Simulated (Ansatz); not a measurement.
Six crystals in the fcc structure, computed with r²SCAN in Ansatz (plane waves, PAW datasets (generated hard set); cutoff 700 eV), no spin polarisation, no spin–orbit coupling, Fermi–Dirac smearing of 0.1 eV, k-spacing 0.18 to 0.19 Å⁻¹.

Rank them by lattice constant, smallest first.
A. Pb
B. In
C. Pd
D. Ir
E. Ce
F. Cd

D (3.845 Å), C (3.910 Å), F (4.429 Å), E (4.675 Å), B (4.716 Å), A (5.003 Å).

Model structures, not the usual forms at ambient conditions (metastable or hypothetical): Cd, In. The k-mesh is modest, so these values aren't fully converged in k. Spin–orbit coupling is left out, which matters for 6p elements such as Tl, Pb and Bi. The open f shell of Ce is treated without spin here, so this is a model state and not the ground state. With an open f shell the self-consistent state may not be the lowest one. Potentials made with PBE were used with another functional.
